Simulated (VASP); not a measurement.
# Te (P3_121) in VASP: notebook, part 2 of 2

VASP 6.6.1. The steps go on from the part before.

## Step 5: Equation of state, PBEsol, 34.60 Å³/atom (volume scaled by 1.02)

File INCAR:

```
PREC     = Accurate       # precision mode
ENCUT    = 520            # plane-wave cutoff, eV
EDIFF    = 1E-7           # SCF threshold, eV
ISMEAR   = -1             # smearing method
SIGMA    = 0.05           # smearing width, eV
LREAL    = F              # projectors in reciprocal space
LASPH    = T              # aspherical terms in the spheres
NELM     = 80             # most SCF steps
ALGO     = Normal         # electronic algorithm
ISIF     = 2              # what is computed and relaxed
LWAVE    = F              # write WAVECAR
LCHARG   = F              # write CHGCAR
GGA      = PS             # functional
NBANDS   = 16             # bands
```

File KPOINTS:

```
Automatic mesh
0
Gamma
  7 7 5
```

File POSCAR:

```
Te
1.0
    4.4834975484      0.0000000000      0.0000000000
   -2.2417487742      3.8828227747      0.0000000000
    0.0000000000      0.0000000000      5.9632329314
Te
3
Direct
    0.7310000000      0.7310000000      0.0000000000
    0.0000000000      0.2690000000      0.6666666667
    0.2690000000      0.0000000000      0.3333333333
```

Started as:

```sh
cat potpaw_PBE.64/Te/POTCAR > POTCAR
mpirun -np 1 vasp_std > vasp.out
```

Wall time 40 s (1 thread of Intel Xeon Platinum 8488C (Sapphire Rapids), shared host); peak memory 0.24 GiB.

Results (log left out):

```yaml
Free_energy: -10.5294 eV
Pressure: -1.8 GPa
Largest_force: 0.023 eV/Å
Band_gap_on_the_k_mesh: 0.59 eV, indirect (least direct gap 0.75 eV)
```

Caveat: the PAW data sets were made with another functional, which shifts forces and pressure a little; spin-orbit coupling is left out, which moves the levels of the heavy elements; an odd mesh through Γ misses points on the zone boundary, where band edges often lie.

## Step 6: Equation of state, PBEsol, 35.28 Å³/atom (volume scaled by 1.04)

INCAR is that of step 5.

KPOINTS is that of step 5.

File POSCAR:

```
Te
1.0
    4.5126119846      0.0000000000      0.0000000000
   -2.2563059923      3.9080366161      0.0000000000
    0.0000000000      0.0000000000      6.0019563082
Te
3
Direct
    0.7310000000      0.7310000000      0.0000000000
    0.0000000000      0.2690000000      0.6666666667
    0.2690000000      0.0000000000      0.3333333333
```

Potentials or basis: VASP PAW PBE potentials, release 64 (Te).

Started as:

```sh
cat potpaw_PBE.64/Te/POTCAR > POTCAR
mpirun -np 1 vasp_std > vasp.out
```

Run time: 39 s. Hardware: 1 thread of Intel Xeon Platinum 8488C (Sapphire Rapids), shared host; peak memory 0.24 GiB.

The run converged. Its results:

```yaml
Free_energy: -10.5017 eV
Pressure: -2.6 GPa
Largest_force: 0.073 eV/Å
Band_gap_on_the_k_mesh: 0.60 eV, indirect (least direct gap 0.74 eV)
```

Caveat: the PAW data sets were made with another functional, which shifts forces and pressure a little; spin-orbit coupling is left out, which moves the levels of the heavy elements; an odd mesh through Γ misses points on the zone boundary, where band edges often lie.

## Step 7: Equation of state, PBEsol, 35.96 Å³/atom (volume scaled by 1.06)

INCAR is that of step 6.

KPOINTS is that of step 6.

File POSCAR:

```
Te
1.0
    4.5413555111      0.0000000000      0.0000000000
   -2.2706777555      3.9329292402      0.0000000000
    0.0000000000      0.0000000000      6.0401863600
Te
3
Direct
    0.7310000000      0.7310000000      0.0000000000
    0.0000000000      0.2690000000      0.6666666667
    0.2690000000      0.0000000000      0.3333333333
```

Started as:

```sh
cat potpaw_PBE.64/Te/POTCAR > POTCAR
mpirun -np 1 vasp_std > vasp.out
```

It took 39 s on 1 thread of Intel Xeon Platinum 8488C (Sapphire Rapids), shared host; peak memory 0.24 GiB.

It converged, with:

```yaml
Free_energy: -10.4643 eV
Pressure: -3.3 GPa
Largest_force: 0.162 eV/Å
Band_gap_on_the_k_mesh: 0.60 eV, indirect (least direct gap 0.72 eV)
```

Caveat: the PAW data sets were made with another functional, which shifts forces and pressure a little; spin-orbit coupling is left out, which moves the levels of the heavy elements; an odd mesh through Γ misses points on the zone boundary, where band edges often lie.

## Step 8: Equation of state, PBEsol

No new run: the results of the series are fitted here.

What came out:

| Quantity | Value |
| --- | --- |
| Equilibrium volume | 33.34 Å³/atom |
| Bulk modulus at fixed shape and positions | 52 GPa |
| Pressure derivative of the bulk modulus | 4.7 |

Energy against volume, from the lowest point:
| volume (Å³/atom) | energy (meV/atom) |
| --- | --- |
| 31.890 | 11.06 |
| 32.568 | 2.98 |
| 33.247 | 0.00 |
| 33.925 | 1.58 |
| 34.604 | 7.21 |
| 35.282 | 16.45 |
| 35.961 | 28.91 |

Caveat: the cell was scaled at fixed shape and fractional positions, which overstates the stiffness of a crystal with free parameters, most of all of layers and chains; the PAW data sets were made with another functional, which shifts forces and pressure a little. Spin-orbit coupling is left out, which matters for the levels of Te.

## Step 9: Equation of state, PBE, 31.89 Å³/atom (volume scaled by 0.94)

File INCAR:

```
  ALGO = Normal
  EDIFF = 1E-7
  ENCUT = 520
  GGA = PE
  ISIF = 2
  ISMEAR = -1
  LASPH = True
  LCHARG = False
  LREAL = False
  LWAVE = False
  NBANDS = 16
  NELM = 80
  PREC = Accurate
  SIGMA = 0.05
```

File KPOINTS:

```
k-points
0
Gamma
  7 7 5
```

File POSCAR:

```
Te
1.0
    4.3630765282      0.0000000000      0.0000000000
   -2.1815382641      3.7785351121      0.0000000000
    0.0000000000      0.0000000000      5.8030681080
Te
3
Direct
    0.7310000000      0.7310000000      0.0000000000
    0.0000000000      0.2690000000      0.6666666667
    0.2690000000      0.0000000000      0.3333333333
```

Potentials or basis: VASP PAW PBE potentials, release 64 (Te).

Started as:

```sh
cat potpaw_PBE.64/Te/POTCAR > POTCAR
mpirun -np 1 vasp_std > vasp.out
```

It took 70 s on 1 thread of Intel Xeon Platinum 8488C (Sapphire Rapids), shared host; peak memory 0.22 GiB.

It converged, with:

* Free energy: -9.2954 eV
* Pressure: 5.1 GPa
* Largest force: 0.520 eV/Å
* Band gap on the k mesh: 0.61 eV, indirect (least direct gap 0.82 eV)

Caveat: spin-orbit coupling is left out, which moves the levels of the heavy elements; an odd mesh through Γ misses points on the zone boundary, where band edges often lie.

## Step 10: Equation of state, PBE, 32.57 Å³/atom (volume scaled by 0.96)

File INCAR:

```
SYSTEM = Te
PREC = Accurate ; ENCUT = 520
EDIFF = 1E-7 ; ISMEAR = -1
SIGMA = 0.05 ; LREAL = .False.
LASPH = .True. ; NELM = 80
ALGO = Normal ; ISIF = 2
LWAVE = .False. ; LCHARG = .False.
GGA = PE ; NBANDS = 16
```

File KPOINTS:

```
regular mesh
0
Gamma
  7 7 5
  0 0 0
```

File POSCAR:

```
Te
1.0
    4.3938034316      0.0000000000      0.0000000000
   -2.1969017158      3.8051453911      0.0000000000
    0.0000000000      0.0000000000      5.8439361313
Te
3
Direct
    0.7310000000      0.7310000000      0.0000000000
    0.0000000000      0.2690000000      0.6666666667
    0.2690000000      0.0000000000      0.3333333333
```

Started as:

```sh
cat potpaw_PBE.64/Te/POTCAR > POTCAR
mpirun -np 1 vasp_std > vasp.out
```

Run time: 76 s. Hardware: 1 thread of Intel Xeon Platinum 8488C (Sapphire Rapids), shared host; peak memory 0.24 GiB.

The run converged. Its results:

```
Free energy            : -9.3518 eV
Pressure               : 3.8 GPa
Largest force          : 0.391 eV/Å
Band gap on the k mesh : 0.62 eV, indirect (least direct gap 0.81 eV)
```

Caveat: spin-orbit coupling is left out, which moves the levels of the heavy elements; an odd mesh through Γ misses points on the zone boundary, where band edges often lie.

## Step 11: Equation of state, PBE, 33.25 Å³/atom (volume scaled by 0.98)

File INCAR:

```
PREC     = Accurate       # precision mode
ENCUT    = 520            # plane-wave cutoff, eV
EDIFF    = 1E-7           # SCF threshold, eV
ISMEAR   = -1             # smearing method
SIGMA    = 0.05           # smearing width, eV
LREAL    = False          # projectors in reciprocal space
LASPH    = True           # aspherical terms in the spheres
NELM     = 80             # most SCF steps
ALGO     = Normal         # electronic algorithm
ISIF     = 2              # what is computed and relaxed
LWAVE    = False          # write WAVECAR
LCHARG   = False          # write CHGCAR
GGA      = PE             # functional
NBANDS   = 16             # bands
```

File KPOINTS:

```
regular mesh
0
Gamma
  7 7 5
```

File POSCAR:

```
Te
1.0
    4.4241064818      0.0000000000      0.0000000000
   -2.2120532409      3.8313886024      0.0000000000
    0.0000000000      0.0000000000      5.8842404128
Te
3
Direct
    0.7310000000      0.7310000000      0.0000000000
    0.0000000000      0.2690000000      0.6666666667
    0.2690000000      0.0000000000      0.3333333333
```

Started as:

```sh
cat potpaw_PBE.64/Te/POTCAR > POTCAR
mpirun -np 1 vasp_std > vasp.out
```

It took 80 s on 1 thread of Intel Xeon Platinum 8488C (Sapphire Rapids), shared host; peak memory 0.24 GiB.

The run converged. Its results:

* Free energy: -9.3918 eV
* Pressure: 2.5 GPa
* Largest force: 0.271 eV/Å
* Band gap on the k mesh: 0.62 eV, indirect (least direct gap 0.80 eV)

Caveat: spin-orbit coupling is left out, which moves the levels of the heavy elements; an odd mesh through Γ misses points on the zone boundary, where band edges often lie.

## Step 12: Equation of state, PBE, 34.60 Å³/atom (volume scaled by 1.02)

File INCAR:

```
PREC = Accurate
ENCUT = 520
EDIFF = 1E-7
ISMEAR = -1
SIGMA = 0.05
LREAL = F
LASPH = T
NELM = 60
ALGO = Normal
ISIF = 2
LWAVE = F
LCHARG = F
GGA = PE
NBANDS = 16
```

File KPOINTS:

```
Automatic mesh
0
Gamma
  7 7 5
```

File POSCAR:

```
Te
1.0
    4.4834975484      0.0000000000      0.0000000000
   -2.2417487742      3.8828227747      0.0000000000
    0.0000000000      0.0000000000      5.9632329314
Te
3
Direct
    0.7310000000      0.7310000000      0.0000000000
    0.0000000000      0.2690000000      0.6666666667
    0.2690000000      0.0000000000      0.3333333333
```

Potentials or basis: VASP PAW PBE potentials, release 64 (Te).

Started as:

```sh
cat potpaw_PBE.64/Te/POTCAR > POTCAR
mpirun -np 1 vasp_std > vasp.out
```

It took 74 s on 1 thread of Intel Xeon Platinum 8488C (Sapphire Rapids), shared host; peak memory 0.24 GiB.

It converged, with:

| Property | Result |
| --- | --- |
| Free energy | -9.4292 eV |
| Pressure | 0.5 GPa |
| Largest force | 0.055 eV/Å |
| Band gap on the k mesh | 0.63 eV, indirect (least direct gap 0.77 eV) |

Caveat: spin-orbit coupling is left out, which moves the levels of the heavy elements; an odd mesh through Γ misses points on the zone boundary, where band edges often lie.

## Step 13: Equation of state, PBE, 35.28 Å³/atom (volume scaled by 1.04)

File INCAR:

```
SYSTEM = Te
PREC = Accurate
ENCUT = 520
EDIFF = 1E-7
ISMEAR = -1
SIGMA = 0.05
LREAL = .False.
LASPH = .True.
NELM = 60
ALGO = Normal
ISIF = 2
LWAVE = .False.
LCHARG = .False.
GGA = PE
NBANDS = 16
```

File KPOINTS:

```
regular mesh
0
Gamma
  7 7 5
  0 0 0
```

File POSCAR:

```
Te
1.0
    4.5126119846      0.0000000000      0.0000000000
   -2.2563059923      3.9080366161      0.0000000000
    0.0000000000      0.0000000000      6.0019563082
Te
3
Direct
    0.7310000000      0.7310000000      0.0000000000
    0.0000000000      0.2690000000      0.6666666667
    0.2690000000      0.0000000000      0.3333333333
```

Started as:

```sh
cat potpaw_PBE.64/Te/POTCAR > POTCAR
mpirun -np 1 vasp_std > vasp.out
```

Wall time 1.7 min (1 thread of Intel Xeon Platinum 8488C (Sapphire Rapids), shared host); peak memory 0.24 GiB.

The run converged. Its results:

```yaml
Free_energy: -9.4296 eV
Pressure: -0.4 GPa
Largest_force: 0.041 eV/Å
Band_gap_on_the_k_mesh: 0.64 eV, indirect (least direct gap 0.76 eV)
```

Caveat: spin-orbit coupling is left out, which moves the levels of the heavy elements; an odd mesh through Γ misses points on the zone boundary, where band edges often lie.

## Step 14: Equation of state, PBE, 35.96 Å³/atom (volume scaled by 1.06)

File INCAR:

```
PREC = Accurate
ENCUT = 520
EDIFF = 1E-7
ISMEAR = -1
SIGMA = 0.05
LREAL = False
LASPH = True
NELM = 100
ALGO = Normal
ISIF = 2
LWAVE = False
LCHARG = False
GGA = PE
NBANDS = 16
```

File KPOINTS:

```
Automatic mesh
0
Gamma
  7 7 5
```

File POSCAR:

```
Te
1.0
    4.5413555111      0.0000000000      0.0000000000
   -2.2706777555      3.9329292402      0.0000000000
    0.0000000000      0.0000000000      6.0401863600
Te
3
Direct
    0.7310000000      0.7310000000      0.0000000000
    0.0000000000      0.2690000000      0.6666666667
    0.2690000000      0.0000000000      0.3333333333
```

Started as:

```sh
cat potpaw_PBE.64/Te/POTCAR > POTCAR
mpirun -np 1 vasp_std > vasp.out
```

Wall time 97 s (1 thread of Intel Xeon Platinum 8488C (Sapphire Rapids), shared host); peak memory 0.24 GiB.

Results (log left out):

| Quantity | Value |
| --- | --- |
| Free energy | -9.4194 eV |
| Pressure | -1.2 GPa |
| Largest force | 0.132 eV/Å |
| Band gap on the k mesh | 0.64 eV, indirect (least direct gap 0.75 eV) |

Caveat: spin-orbit coupling is left out, which moves the levels of the heavy elements; an odd mesh through Γ misses points on the zone boundary, where band edges often lie.

## Step 15: Equation of state, PBE

Potentials or basis: VASP PAW PBE potentials, release 64 (Te).

No new run: the results of the series are fitted here.

Results:

| Quantity | Value |
| --- | --- |
| Equilibrium volume | 34.96 Å³/atom |
| Bulk modulus at fixed shape and positions | 45 GPa |
| Pressure derivative of the bulk modulus | 4.7 |

Energy against volume, from the lowest point:
```
volume (Å³/atom)  energy (meV/atom)
          31.890              44.71
          32.568              25.92
          33.247              12.60
          33.925               4.17
          34.604               0.13
          35.282               0.00
          35.961               3.38
```

Caveat: the cell was scaled at fixed shape and fractional positions, which overstates the stiffness of a crystal with free parameters, most of all of layers and chains.
